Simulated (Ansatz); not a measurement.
# Mo (Fm-3m): electronic heat capacity and spin susceptibility from the density of states

Theory: Ansatz, DFT PBE, scalar-relativistic, plane waves, PAW.

Cutoff 420 eV; k points 18×18×18 on the computed 1-atom cell (Γ-centred); Gaussian smearing, width 0.10 eV; no spin polarisation.

Relaxed cell: Fm-3m, a = 4.002 Å, b = 4.002 Å, c = 4.002 Å, α = 90.00°, β = 90.00°, γ = 90.00°, 1 atom in the primitive cell. This fcc form isn't the element's structure at ambient conditions.

The density of states at the Fermi level is 1.316 states/eV in the cell of 1 atom (1 formula unit; both spins, tetrahedra on a 27×27×27 mesh).

Q: What Sommerfeld coefficient and Pauli susceptibility does this give?

A: Per formula unit N(E_F) = 1.316 states/eV. γ = (π²/3) k_B² N(E_F) N_A = 2.357 mJ/(mol K²) per state/eV, so γ = 3.1 mJ/(mol K²), a mole of formula units. χ_P = μ_B² N(E_F) N_A = 3.23×10⁻⁵ emu/mol per state/eV gives 4.3×10⁻⁵ emu/mol. This is the bare band result: a measured γ of the same phase is as a rule larger by a factor 1 + λ from phonons and spin fluctuations, the spin part of χ is larger by the Stoner factor, and a measured χ also holds orbital and core terms. N(E_F) at one energy is sensitive to the mesh where the density of states has sharp peaks.

Cost: 1 run of about 0.11 core-minutes, on Intel Xeon Platinum 8488C (Sapphire Rapids) (shared hosts).